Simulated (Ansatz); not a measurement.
## HfO2 (P2_1/c): the host for defect calculations

Aim: the runs on the perfect crystal HfO2 (P2_1/c) that a defect calculation needs first.

Main program and level: Ansatz 0.2.0; plane-wave PAW DFT, PBEsol; relaxation of the host's cell and atoms; PAW set soft_1, in the first sound run; inputs show where later runs differ.

### Step 1. The structure

It takes space group P2_1/c (No. 14, monoclinic). Conventional cell: a = 5.094 Å, b = 5.151 Å, c = 5.276 Å, α = 90.00°, β = 99.56°, γ = 90.00°. Hf has 7 O at 2.03 to 2.24 Å nearest. Nearest to O lie 4 Hf at 2.13 to 2.24 Å. O has 3 Hf at 2.03 to 2.13 Å nearest. Farther neighbours and most contacts between anions are not listed.

### Step 2. Host cell relaxation

Cell and atoms are relaxed together, until forces and stress fall under their thresholds.

cell/input.yaml

```yaml
crystal:
  lattice:
    - [5.094175, 0.0, 0.0]
    - [0.0, 5.1506447, 0.0]
    - [-0.876169, 0.0, 5.2029535]
  atoms:
    - { symbol: Hf, position: [0.27613578, 0.45806468, 0.70790733] }
    - { symbol: Hf, position: [0.72386422, 0.95806468, 0.79209267] }
    - { symbol: Hf, position: [0.72386422, 0.54193532, 0.29209267] }
    - { symbol: Hf, position: [0.27613578, 0.04193532, 0.20790733] }
    - { symbol: O, position: [0.44799782, 0.74252595, 0.97857799] }
    - { symbol: O, position: [0.55200218, 0.24252595, 0.52142201] }
    - { symbol: O, position: [0.55200218, 0.25747405, 0.02142201] }
    - { symbol: O, position: [0.44799782, 0.75747405, 0.47857799] }
    - { symbol: O, position: [0.06836078, 0.33075888, 0.34625278] }
    - { symbol: O, position: [0.93163922, 0.83075888, 0.15374722] }
    - { symbol: O, position: [0.93163922, 0.66924112, 0.65374722] }
    - { symbol: O, position: [0.06836078, 0.16924112, 0.84625278] }
basis:
  ecutwfc: 420
  xc_grid: 2
hamiltonian:
  xc: pbesol
  pseudopotentials: { kind: paw, azcp: { folder: soft_1 }, xc_functional: pbe }
kpoints:
  mp_grid: { grid: [6, 6, 6] }
scf:
  occupations: { method: fixed }
  max_iter: 100
relax:
  f_tol: 0.005
  max_steps: 60
  cell: {}
output:
  forces: true
  stress: true
checkpoint:
  write: "../cell.run"
  compress: false
  write_wavefunctions: false
  write_every: 100000
```

Command:

```bash
> ansatz run input.yaml --threads 32 --pin off --max-ram 84787MiB --backend cuda --events-out ev --progress --plain --runs-dir out --max-vram 78GiB
```

Numbers of over 12 decimals in the logs are rounded to 6 here.

What it wrote:

```text
[... repeated set-up lines and file paths are left out, and long positions are rounded to six places ...]
Engine: ansatz 0.2.0, aarch64-unknown-linux-gnu
Pseudopotentials: kind: paw
Pseudopotential: Hf, paw, valence charge 26, recommended cutoff 420 eV (normal), soft_1/Hf.paw.azcp
Pseudopotential: O, paw, valence charge 6, recommended cutoff 420 eV (normal), soft_1/O.paw.azcp
Functional definition: PBEsol
  exchange = pbesol_x
  correlation = pbesol_c
[...]
Crystal: 12 atoms, lattice volume = 136.517 Å³
Basis set: ecut = 420 eV, 2677 PW (Γ), exchange–correlation on 72×72×72 points (8 copies of the dense FFT grid, shifted against one another)
Bands: 92, of which v1, the nominal top of the filled ones, is band 76 counted from 1 (75 counted from 0)
Symmetry: 4 space group operations
Space group: P21/c (ITA 14), of the structure as read, at distance tolerance 5.1e-5 Å
k-points: 80 of 216
Non-local potential: Hf, projectors of the file, l = 0: 3, l = 1: 2, l = 2: 2, l = 3: 3
Non-local potential: O, projectors of the file, l = 0: 2, l = 1: 2, l = 2: 1
PAW form: soft (Blöchl's): semilocal exchange-correlation on the pseudo side does not see the compensation charge
PAW frozen core: Hf, regenerated for the run's functional, and the local potential with it (the file was generated under x = pbe(κ = 0.804, μ = 0.219515), c = pbe(β = 0.066725))
PAW frozen core: O, regenerated for the run's functional, and the local potential with it (the file was generated under x = pbe(κ = 0.804, μ = 0.219515), c = pbe(β = 0.066725))
PAW one-centre angular grid: Hf, 590 points (default); XC on 64 Gauss nodes
PAW one-centre angular grid: O, 110 points (default); XC on 64 Gauss nodes
Initial density: superposition of atomic densities (chi_scale 0.1, normalization cell, long waves kept (reshape's long-wave potential 0.02 eV rms))
Initial wavefunctions: pseudopotential atomic-orbital guess
[...]
Functional: x = pbesol(κ = 0.804, μ = 0.123457), c = pbesol(β = 0.046)
SCF iter   1: F=—  HF=-66907.275760 eV  |Δ(HF+E_count)|=         —  Δρ=9.31e-2  dr2=9.67e0  Hψ=20270
preconditioner: auto → Resta (q_TF=auto, 2.778 Å⁻¹)  ε∞=4.9  [insulator: Δε(μ)=3.037 eV  Ē_g=19.246 eV  n_scr=48 (ndim 8)  ℏωp=38.1 eV  f_vac=0.007  ε∞_Penn≈4.9]
SCF iter   2: F=—  HF=-66905.036464 eV  |Δ(HF+E_count)|=    2.24e0  Δρ=4.19e-2  dr2=2.25e0  Hψ=14402
[...]
SCF iter  11: F=-66904.250994 eV  HF=-66904.250994 eV  |Δ(HF+E_count)|=   1.60e-7  Δρ=3.44e-6  dr2=1.66e-8  Hψ=30186
SCF 1 converged in 11 iterations: F = -66904.250994 eV  dr2 = 1.66e-8
  greatest PAW one-centre occupation: 0.999 electrons in one spin orbital (limit 2), on the Hf atom at site 2 (counted from 0), in its partial waves of l = 3
relax step   1: F+E_penalty+E_count = -66904.25099371 eV  Δ(F+E_penalty+E_count) = +0.000e0 eV  max|allowed force component| = 1.530e-1 eV/Å  Δτ_max = 0.0000 Å  P = +1.784 GPa  Ω = 136.517 Å³  (11 SCF iters, dr2 threshold 1.00e-7 eV, accepted)
[... the SCF cycles and remarks between the steps are left out from here to the last step ...]
relax step   2: F+E_penalty+E_count = -66904.25417457 eV  Δ(F+E_penalty+E_count) = -3.181e-3 eV  max|allowed force component| = 4.125e-2 eV/Å  Δτ_max = 0.0070 Å  P = -0.336 GPa  Ω = 137.526 Å³  energy of the carried Pulay correction = -3.512e-3 eV  (7 SCF iters, dr2 threshold 1.20e-6 eV, accepted)
relax step   3: F+E_penalty+E_count = -66904.25546800 eV  Δ(F+E_penalty+E_count) = -1.293e-3 eV  max|allowed force component| = 1.813e-2 eV/Å  Δτ_max = 0.0037 Å  P = -0.118 GPa  Ω = 137.425 Å³  energy of the carried Pulay correction = -3.160e-3 eV  (5 SCF iters, dr2 threshold 5.72e-7 eV, accepted)
relax step   4: F+E_penalty+E_count = -66904.25729935 eV  Δ(F+E_penalty+E_count) = -1.831e-3 eV  max|allowed force component| = 2.243e-2 eV/Å  Δτ_max = 0.0252 Å  P = -0.033 GPa  Ω = 137.239 Å³  energy of the carried Pulay correction = -2.517e-3 eV  (7 SCF iters, dr2 threshold 1.23e-7 eV, accepted)
relax step   5: F+E_penalty+E_count = -66904.25800266 eV  Δ(F+E_penalty+E_count) = -7.033e-4 eV  max|allowed force component| = 1.418e-2 eV/Å  Δτ_max = 0.0217 Å  P = -0.077 GPa  Ω = 137.121 Å³  energy of the carried Pulay correction = -2.105e-3 eV  (7 SCF iters, dr2 threshold 3.15e-8 eV, accepted)
relax step   6: F+E_penalty+E_count = -66904.25822769 eV  Δ(F+E_penalty+E_count) = -2.250e-4 eV  max|allowed force component| = 1.896e-3 eV/Å  Δτ_max = 0.0060 Å  P = +0.002 GPa  Ω = 137.124 Å³  energy of the carried Pulay correction = -2.117e-3 eV  (5 SCF iters, dr2 threshold 1.80e-7 eV, accepted)
[...]
iter 1 solved again at ethr=5.09e-8 eV; its pass at ethr=3.10e-3 eV (dr2=7.74e-5 eV) is discarded
SCF iter   1: F=—  HF=-66904.259370 eV  |Δ(HF+E_count)|=         —  Δρ=1.44e-4  dr2=9.42e-7  Hψ=44410
[...]
SCF iter   2: F=—  HF=-66904.260391 eV  |Δ(HF+E_count)|=   1.02e-3  Δρ=7.32e-5  dr2=2.93e-7  Hψ=12831
SCF iter   3: F=—  HF=-66904.260422 eV  |Δ(HF+E_count)|=   3.13e-5  Δρ=1.08e-5  dr2=4.44e-8  Hψ=10791
SCF iter   4: F=—  HF=-66904.260422 eV  |Δ(HF+E_count)|=   3.92e-7  Δρ=1.93e-6  dr2=3.10e-9  Hψ=11725
SCF iter   5: F=—  HF=-66904.260422 eV  |Δ(HF+E_count)|=   1.14e-8  Δρ=8.66e-7  dr2=1.05e-9  Hψ=12046
SCF iter   6: F=-66904.260422 eV  HF=-66904.260422 eV  |Δ(HF+E_count)|=   1.18e-9  Δρ=2.27e-7  dr2=4.09e-11  Hψ=42877
SCF 7 converged in 6 iterations: F = -66904.260422 eV  dr2 = 4.09e-11
relax step   7: F+E_penalty+E_count = -66904.26042247 eV  Δ(F+E_penalty+E_count) = -2.195e-3 eV  max|allowed force component| = 2.029e-3 eV/Å  Δτ_max = 0.0000 Å  P = +0.032 GPa  Ω = 137.124 Å³  stress off target by 4.59e-2 GPa  SCF on the basis re-selected at this cell (its energy is not comparable with the rows above)  (6 SCF iters)
basis re-selected at this cell: Δ(F+E_penalty+E_count) = -2.195e-3 eV, ΔP = +0.030 GPa vs the last step (what re-selecting the basis moved, of the pressure what is left beyond the Pulay correction that the steps carried, after the strain that the cell walked [...]
SCF converged after 6 iterations
Free energy (F): -66904.260422 eV
Harris-Foulkes:  -66904.260422 eV  (|F-HF|=5.82e-11)
Internal energy: -66904.260422 eV  (E = F + TS)
E sigma→0 (E₀):  -66904.260422 eV
Fermi energy:    12.995809 eV
--- Per-component energies (eV) ---
  E_band       = -157.874753
  E_kinetic    = 2971.047500
  E_local      = -29481.915057  (includes V_loc(G=0)·N_el)
  E_nonlocal   = 705.730848
  E_hartree    = 14002.751009
  E_xc         = -1623.480972
  E_vxc        = -1743.989867  (∫ρ·V_xc dr)
  E_paw        = -31573.299200  (= ΣΔE_a)
  E_vpaw       = -614.256213  (= ΣTr[D̂ρ^β])
  E_aug_tail   = 0.006528  (compensation charges beyond the density's cutoff)
  E_ewald      = -21910.387605
  E_core_change = 5.286528  (= ΣΔE_core)
  E_smearing   = -0.000000  (= −TS)
  E_closure    = -0.000000  (closes the sum)
  Σ components = -66904.260422   (vs F -66904.260422, Δ=0.00e0)
--- Forces (eV/Å), atoms counted from 1 ---
  atom   1  Hf     0.00005451     0.00202909    -0.00041263
  atom   2  Hf    -0.00005451     0.00202909     0.00041263
  atom   3  Hf    -0.00005451    -0.00202909     0.00041263
  atom   4  Hf     0.00005451    -0.00202909    -0.00041263
  atom   5  O     -0.00092667     0.00023483     0.00003403
  atom   6  O      0.00092667     0.00023483    -0.00003403
  [... 6 more lines of this table ...]
  max |Σ_I F_I| component: 0.00e0 eV/Å
--- Stress (GPa, compression-positive) ---
        0.027230       0.000000      -0.005374
        0.000000       0.045923       0.000000
       -0.005374       0.000000       0.022487
  P = ⅓ Tr σ = 0.0319 GPa (0.319 kbar)
--- Band table (eV; the first three rows and the last of 80) ---
  k-point 0: bands = ["-47.2754", "-47.2539", "-47.2506", "-47.2496", "-16.3935", "-16.3614", "-16.3377", "-16.1259", "-16.0641", [... rest cut ...]
  k-point 1: bands = ["-47.2738", "-47.2549", "-47.2506", "-47.2501", "-16.3752", "-16.3316", "-16.3237", "-16.1500", "-16.0829", [... rest cut ...]
--- Relaxed structure (6 steps of the walk, 6 accepted, 1 SCFs on fresh bases) ---
  F+E_penalty+E_count = -66904.26042247 eV   max|allowed force component| = 2.029e-3 eV/Å   (the final SCF, on the basis selected at the relaxed cell)
  cell:  # Å, volume = 137.1243 Å³
    - [5.096063, 0.0, -0.00164996]
    - [0.0, 5.177530, 0.0]
    - [-0.878179, 0.0, 5.197337]
  atoms:
    - { symbol: Hf, position: [0.277155, 0.457022, 0.708187] }
    - { symbol: Hf, position: [0.722845, 0.957022, 0.791813] }
    - { symbol: Hf, position: [0.722845, 0.542978, 0.291813] }
    - { symbol: Hf, position: [0.277155, 0.042978, 0.208187] }
    - { symbol: O, position: [0.447132, 0.741797, 0.980022] }
    - { symbol: O, position: [0.552868, 0.241797, 0.519978] }
  [... 6 more lines of this table ...]
```

Run time: 7.3 s. Hardware: 1 × NVIDIA GB200 with 32 threads of Arm Neoverse V2, shared host; peak memory 0.95 GiB; 29 s of CPU time.

Relaxation path:

```csv
step,energy less that of the first step (eV),largest force component (eV/Å),pressure (GPa),volume (Å³)
1,0.0000,0.1530,1.78,136.52
2,-0.0032,0.0412,-0.34,137.53
3,-0.0045,0.0181,-0.12,137.42
4,-0.0063,0.0224,-0.03,137.24
5,-0.0070,0.0142,-0.08,137.12
6,-0.0072,0.0019,0.00,137.12
7*,-0.0094,0.0020,0.03,137.12
```

Relaxation steps marked * repeat the geometry before them on a plane-wave basis chosen anew for their cell, so energy and pressure can jump there.

Forces are held to the 4 operations that the run works with; a distortion that breaks them can't arise in this run.

```csv
cell as run,before,after,change
a (Å),5.094,5.096,+0.0 %
b (Å),5.151,5.178,+0.5 %
c (Å),5.276,5.271,-0.1 %
β (°),99.56,99.61,+0.1 %
volume (Å³/atom),11.38,11.43,+0.4 %
```

The atoms that moved most (Å, as changes of fractional coordinates times the final cell):

```csv
atom,dx,dy,dz,length
O10,-0.020,0.035,0.028,0.049
O9,0.020,0.035,-0.028,0.049
O12,0.020,-0.035,-0.028,0.049
O11,-0.020,-0.035,0.028,0.049
O8,-0.006,0.004,0.007,0.010
O5,-0.006,-0.004,0.007,0.010
O7,0.006,0.004,-0.007,0.010
O6,0.006,-0.004,-0.007,0.010
```

Numbers from this step:

```yaml
pressure: 0.03188 GPa
```

The relaxation ends with a largest force component of 0.0020 eV/Å and a pressure of 0.03 GPa.

### Step 3. Dielectric tensors of the host

The response to a uniform electric field gives the electronic dielectric tensor.

This step: plane-wave PAW DFPT, PBEsol; dielectric tensors, Born charges and zone-centre modes of the host; PAW set soft_1 (Ansatz 0.2.0).

eps/input.yaml

```yaml
crystal:
  lattice:
    - [5.0960628966, 0.0, -0.0016499638]
    - [0.0, 5.1775298282, 0.0]
    - [-0.8781789037, 0.0, 5.197337419]
  atoms:
    - { symbol: Hf, position: [0.2771546146, 0.4570218243, 0.70818701] }
    - { symbol: Hf, position: [0.7228453854, 0.9570218243, 0.79181299] }
    - { symbol: Hf, position: [0.7228453854, 0.5429781757, 0.29181299] }
    - { symbol: Hf, position: [0.2771546146, 0.0429781757, 0.20818701] }
    - { symbol: O, position: [0.4471316577, 0.7417965525, 0.9800217198] }
    - { symbol: O, position: [0.5528683423, 0.2417965525, 0.5199782802] }
    - { symbol: O, position: [0.5528683423, 0.2582034475, 0.0199782802] }
    - { symbol: O, position: [0.4471316577, 0.7582034475, 0.4800217198] }
    - { symbol: O, position: [0.0712948959, 0.3374658308, 0.3407824699] }
    - { symbol: O, position: [0.9287051041, 0.8374658308, 0.1592175301] }
    - { symbol: O, position: [0.9287051041, 0.6625341692, 0.6592175301] }
    - { symbol: O, position: [0.0712948959, 0.1625341692, 0.8407824699] }
basis:
  ecutwfc: 420
hamiltonian:
  xc: pbesol
  pseudopotentials: { kind: paw, azcp: { folder: soft_1 }, xc_functional: pbe }
kpoints:
  mp_grid: { grid: [5, 5, 5] }
scf:
  occupations: { method: fixed }
  max_iter: 100
phonons:
  method: dfpt
  dielectric: true
  rigid_motions: translations
```

What it wrote:

```text
[...]
Crystal: 12 atoms, lattice volume = 137.124 Å³
Basis set: ecut = 420 eV, 2689 PW (Γ), exchange–correlation on 72×72×72 points (8 copies of the dense FFT grid, shifted against one another)
Bands: 92, of which v1, the nominal top of the filled ones, is band 76 counted from 1 (75 counted from 0)
Symmetry: 4 space group operations
k-points: 63 of 125 (irreducible under 1 space group operation, time reversal used)
[...]
SCF iter   1: F=—  HF=-66907.277756 eV  |Δ(HF+E_count)|=         —  Δρ=9.33e-2  dr2=9.75e0  Hψ=16523
[...]
SCF iter   2: F=—  HF=-66905.030026 eV  |Δ(HF+E_count)|=    2.25e0  Δρ=4.16e-2  dr2=2.23e0  Hψ=11661
[...]
SCF iter  14: F=-66904.260385 eV  HF=-66904.260385 eV  |Δ(HF+E_count)|=  7.28e-11  Δρ=2.12e-7  dr2=4.36e-11  Hψ=42125
SCF 1 converged in 14 iterations: F = -66904.260385 eV  dr2 = 4.36e-11
[...]
the response reads at least the filled bands of the reference SCF and the lowest empty band at each k-point, and that SCF's band table does not vouch for those bands. The notice of the band table in this run's record says why
[...]
NSCF: frozen V_eff on 1 k-points
[...]
concurrent solve slots: 20 of 32 are kept, ahead of what memory takes: no pass of the eigensolver takes more rounds on 20
[...]
DFPT response loops at q = (0, 0, 0) (fractional): preconditioner auto → Resta (q_TF=auto, 2.776 Å⁻¹)  ε∞=3.9 (no band partly filled); β = 1.00, the filter's whole step (`scf.mixing.beta` (0.50) is not read by the response loops at its default; [...]
[...]
DFPT response loops at Γ: preconditioner auto → Resta (q_TF=auto, 2.776 Å⁻¹)  ε∞=3.9 (no band partly filled); β = 1.00, the filter's whole step (`scf.mixing.beta` (0.50) is not read by the response loops at its default; [...]
[...]
SCF 1 converged in 5 iterations: F = -66903.978632 eV  dr2 = 8.55e-8
[...]
SCF converged after 14 iterations
[...]
246.25      1             0.2715
        249.50      1             0.0000
        249.86      1            16.8962
        309.66      1            63.3040
        324.39      1             0.0000
        325.38      1             0.0000
        331.22      1            26.1867
        343.08      1            36.8957
        376.31      1             0.0000
        385.35      1            42.3848
        390.98      1             0.0000
        400.53      1            28.4731
        482.18      1             0.0000
        489.64      1            13.4309
        500.51      1             0.0000
        501.82      1            19.8667
        537.93      1             0.0000
        557.07      1             0.0000
        591.46      1            13.4933
        617.07      1             0.0000
        641.22      1             0.0456
        651.68      1             0.0000
        718.58      1            15.6007
        755.52      1             0.0000
  optical modes at Γ + LO–TO along q̂ = [1.0000, 0.0000, 0.0000]:
      ω (cm⁻¹)  modes    IR ((D/Å)²/amu)
        116.31      1             0.0000
        126.95      1             0.0000
        129.57      1             0.0373
        130.17      1             0.0000
        143.74      1             0.0000
        162.96      1             0.0000
        179.02      1             0.8567
        238.21      1             0.0000
        244.96      1             5.4518
        246.95      1             1.3765
        249.50      1             0.0000
        249.86      1            16.8962
        324.39      1             0.0000
        325.38      1             0.0000
        331.04      1            22.1609
        343.08      1            36.8957
[...]
optical modes at Γ + LO–TO along q̂ = [0.0000, 1.0000, 0.0000]:
      ω (cm⁻¹)  modes    IR ((D/Å)²/amu)
[...]
optical modes at Γ + LO–TO along q̂ = [0.0000, 0.0000, 1.0000]:
      ω (cm⁻¹)  modes    IR ((D/Å)²/amu)
[...]
489.64      1            13.4309
        495.90      1            19.6809
        500.51      1             0.0000
        537.93      1             0.0000
        557.07      1             0.0000
        591.46      1            13.4933
        617.07      1             0.0000
        632.38      1            77.0506
        641.22      1             0.0456
        651.68      1             0.0000
        720.98      1            18.0889
        755.52      1             0.0000
```

The job ended after 24 s (1 × NVIDIA GB200 with 32 threads; peak memory 4.2 GiB).

The column dr2 measures how far the density is from self-consistency, as an energy; F and HF (Harris–Foulkes) agree once it is small.

Electronic dielectric tensor:

```
5.04 0.00 0.14
0.00 5.07 0.00
0.14 0.00 4.75
```

Static dielectric tensor:

```
20.65  0.00  1.35
 0.00 18.84  0.00
 1.35  0.00 15.26
```

The principal values of the electronic dielectric tensor are 4.69, 5.07 and 5.10. The principal values of the static dielectric tensor are 14.94, 18.84 and 20.97.

(Part 1 of 2 ends here.)

[Logs are printed without paths, hosts, clocks, repeated set-up lines and the standing remarks that a program may print on its own settings, such as how far it seeks lower states.]

[Hosts, paths, dates, database ids (printed as entryN), source tags and the programs' standing remarks are cut or masked in the printed files.]

[Runs of the host that timed out are not shown.]

[For some hosts the program warned that the k-mesh of the response run may be too coarse for force constants and the static dielectric constant; such warnings are not always shown.]
